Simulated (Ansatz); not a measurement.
A run of Ansatz 0.2.0 is set up as follows.

Contents of input.yaml:

```yaml
crystal:
  lattice:
    - [2.9217699809, 0.0, 0.0]
    - [-1.4608849905, 2.5303270275, 0.0]
    - [0.0, 0.0, 5.916515]
  atoms:
    - { symbol: Ta, position: [0.0, 0.0, 0.5] }
    - { symbol: Ta, position: [0.0, 0.0, 0.0] }
    - { symbol: "N", position: [0.3333333333, 0.6666666667, 0.25] }
    - { symbol: "N", position: [0.6666666667, 0.3333333333, 0.75] }
hamiltonian:
  xc: revpbe
  pseudopotentials: { kind: paw }
kpoints:
  mp_grid: { grid: [10, 10, 5] }
scf:
  occupations: { method: fermi_dirac, width: 0.05 }
output:
  forces: true
  stress: true
  eigenvalues: true
  write_density: true
  write_potential: true
  elf: true
  volumetric_format: npy
relax:
  f_tol: 0.01
  max_steps: 40
  cell: { stress_tol: 0.05 }
```

Potentials or basis: Ansatz PAW.

Command:

```console
$ ansatz run input.yaml --threads 2 --pin off --max-ram 5632MiB --backend cpu --events-out ev --progress --plain --runs-dir out
```

Problem. Estimate the relaxed volume.

Solution. 11.01 Å³/atom.

Problem. Estimate the space group after relaxing (to 0.05 Å).

Solution. P6_3/mmc (No. 194).

Final structure:
```cif
data_structure
_symmetry_space_group_name_H-M 'P 1'
_symmetry_Int_Tables_number 1
_cell_length_a 2.9279
_cell_length_b 2.9279
_cell_length_c 5.9329
_cell_angle_alpha 90.000
_cell_angle_beta 90.000
_cell_angle_gamma 120.000
_cell_volume 44.05
loop_
_atom_site_label
_atom_site_type_symbol
_atom_site_fract_x
_atom_site_fract_y
_atom_site_fract_z
_atom_site_occupancy
Ta1 Ta 0.00000 0.00000 0.50000 1
Ta2 Ta 0.00000 0.00000 0.00000 1
N1 N 0.33333 0.66667 0.25000 1
N2 N 0.66667 0.33333 0.75000 1
```

Caveat: the pressure holds a Pulay correction of +0.4 GPa for the finite cutoff; the PAW data sets come from PBE, with cores solved anew for the run's functional, which leaves a small shift of forces and pressure. Spin-orbit coupling is left out, which matters for the levels of Ta.
